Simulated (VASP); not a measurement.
Crystal: ZrSe2.

```xyz
3
Lattice="3.7980 0.0000 0.0000 -1.8990 3.2892 0.0000 0.0000 0.0000 6.1920" Properties=species:S:1:pos:R:3 pbc="T T T"
Zr    0.0000    0.0000    0.0000
Se    0.0000    2.1928    1.5480
Se    1.8990    1.0964    4.6440
```

```yaml
Program: VASP 6.6.1
Task: relaxation of cell and atoms
Functional: PBE
Dispersion: D3(BJ)
Potentials_or_basis: VASP PAW PBE potentials, release 64 (Zr_sv, Se)
Cutoff: 600 eV
k_mesh: 9 × 9 × 5
Occupations: gaussian, width 0.03 eV
Spin: no spin polarisation
```

At the start: pressure -0.4 GPa; volume 25.78 Å³/atom.

Problem. How do energy, volume and symmetry change on relaxing?

Solution. Over 15 steps the energy falls by 11.2 meV/atom and the volume is 24.35 Å³/atom (-5.6 %); space group P-3m1 (No. 164, to 0.05 Å).

The path:
```csv
step,energy change (eV),largest force (eV/Å),pressure (GPa),volume (Å³)
1,0.0000,0.3158,-0.45,77.35
2,-0.0147,0.2208,-0.25,76.54
3,-0.0201,0.1203,-0.05,75.74
4,-0.0234,0.0781,-0.26,75.51
5,-0.0293,0.0461,-0.82,74.83
6,-0.0299,0.1058,-1.05,74.51
7,-0.0311,0.0914,-0.91,74.25
8,-0.0332,0.0493,-0.45,73.48
9,-0.0312,0.0363,0.54,71.94
10,-0.0335,0.0243,-0.19,73.08
11,-0.0335,0.0227,-0.19,73.05
12,-0.0334,0.0115,-0.05,72.85
13,-0.0335,0.0212,-0.15,73.02
14,-0.0335,0.0160,-0.12,73.02
15,-0.0337,0.0013,-0.02,73.04
```

Final structure:
```
Zr Se
1.0
     3.74035    0.00000    0.00000
    -1.87018    3.23924    0.00000
     0.00000    0.00000    6.02807
Zr Se
1 2
Direct
  0.00000 0.00000 0.00000
  0.33333 0.66667 0.26500
  0.66667 0.33333 0.73500
```
